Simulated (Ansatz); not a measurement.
Rock-salt NaBr, treated with HSE06 in Ansatz (plane waves, PAW).

Numerical settings: plane-wave cutoff 460 eV, 8×8×8 k mesh, Fermi–Dirac smearing 0.01 eV, scalar-relativistic PAW data made under PBE.

Properties against volume:

| V (Å³/atom) | P (GPa) | direct gap at Γ (eV) |
|---|---|---|
| 25.512 | 1.21 | 5.512 |
| 26.162 | 0.60 | 5.428 |
| 26.854 | 0.03 | 5.343 |
| 27.526 | -0.45 | 5.267 |
| 28.197 | -0.87 | 5.195 |

A straight line through the gaps at Γ against ln V gives a volume deformation potential dE_g(Γ)/d ln V of -3.2 eV: the gap at Γ widens under compression.

Measured, for comparison: band gap 7.1 eV (temperature not stated, no zero-point or thermal correction; as tabulated in Aguado et al. (1998), arXiv:cond-mat/9809176).

Spin–orbit coupling is not included.

Ansatz is a quantum-chemistry and plane-wave program.
